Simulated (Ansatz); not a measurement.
As (omega type), DFT, PBE, all-electron LAPW, scalar-relativistic (Ansatz 0.2.0), on 1 thread of Arm Neoverse V2 (shared host).

Command: `ansatz run input.yaml --threads 1 --pin off --max-ram 3072MiB --backend cpu --events-out ev --progress --plain --runs-dir out`

```yaml
crystal:
  lattice:
    - [3.8527617906, 0.0, 0.0]
    - [-1.9263808953, 3.3365895854, 0.0]
    - [0.0, 0.0, 2.2502730614]
  atoms:
    - { symbol: As, position: [0.0, 0.0, 0.0] }
    - { symbol: As, position: [0.3333333333, 0.6666666667, 0.5] }
    - { symbol: As, position: [0.6666666667, 0.3333333333, 0.5] }
kpoints:
  mp_grid: { grid: [8, 8, 10] }
  band_path:
    path:
      - [0.0, 0.0, 0.0]
      - [0.5, 0.0, 0.0]
      - [0.3333333333, 0.3333333333, 0.0]
      - [0.0, 0.0, 0.0]
      - [0.0, 0.0, 0.5]
      - [0.5, 0.0, 0.5]
      - [0.3333333333, 0.3333333333, 0.5]
      - [0.0, 0.0, 0.5]
      - [0.5, 0.0, 0.5]
    npoints: 8
scf:
  occupations: { method: fermi_dirac, width: 0.1 }
hamiltonian:
  xc: pbe
  pseudopotentials: { kind: all_electron, lapw: { basis_error: 0.001 } }
output:
  forces: true
  stress: true
  eigenvalues: true
  populations: true
  dos: { projected: true, de: 0.2, e_range: [-14, 8] }
```

Problem. How large is the problem that the program sets up?

Solution. 60 irreducible k-points, 523 plane waves at Γ, 42 bands.

Problem. About how long does it take?

Solution. 41 s of wall time for 7 SCF iterations. Times on shared machines scatter by tens of per cent.
